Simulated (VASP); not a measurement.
Input of a VASP 6.6.1 run:

INCAR

```
  PREC = Accurate
  ENCUT = 520
  EDIFF = 1E-6
  ISMEAR = 0
  SIGMA = 0.05
  LREAL = False
  LASPH = True
  NELM = 100
  ALGO = Normal
  ISIF = 2
  LWAVE = False
  LCHARG = True
  ISPIN = 2
  MAGMOM = 1 -1 0 0 0 0
  LORBIT = 11
  LMAXMIX = 4
  LDAU = True
  LDAUTYPE = 2
  LDAUL = 2 -1
  LDAUU = 2.5 0
  LDAUJ = 0 0
  LDAUPRINT = 1
  GGA = PS
  LELF = True
  LVHAR = True
```

The input KPOINTS:

```
Automatic mesh
0
Gamma
  8 8 4
```

The input POSCAR:

```
MoS2
1.0
    1.5814998900      0.9130793900      6.1233282100
   -1.5814998900      0.9130793900      6.1233282100
    0.0000000000     -3.6523175600     12.2466564200
Mo S
2 4
Direct
    0.0000000000      0.0000000000      0.0000000000
    0.0000000000      0.0000000000      0.5000000000
    0.7484000000      0.7484000000      0.3742000000
    0.5849000000      0.5849000000      0.2924500000
    0.7484000000      0.7484000000      0.8742000000
    0.5849000000      0.5849000000      0.7924500000
```

Potentials or basis: VASP PAW PBE potentials, release 64 (Mo_sv, S).

Run with:

```console
$ cat potpaw_PBE.64/Mo_sv/POTCAR potpaw_PBE.64/S/POTCAR > POTCAR
$ mpirun -np 1 vasp_std > vasp.out
```

Problem. Predict the pressure.

Solution. 5.7 GPa.

Problem. Estimate the largest force.

Solution. 1.181 eV/Å.

Problem. Estimate the net moment.

Solution. 0.00 μB per cell.

Forces in eV/Å, atoms in the order of the input:
```
Mo   0.000  0.000 -0.003
Mo   0.000  0.000 -0.003
S    0.000  0.000  1.181
S    0.000  0.000 -1.178
S    0.000  0.000  1.181
S    0.000  0.000 -1.178
```

Caveat: the PAW data sets were made with another functional, which shifts forces and pressure a little. The state reached can hang on the start; a lower one may exist.
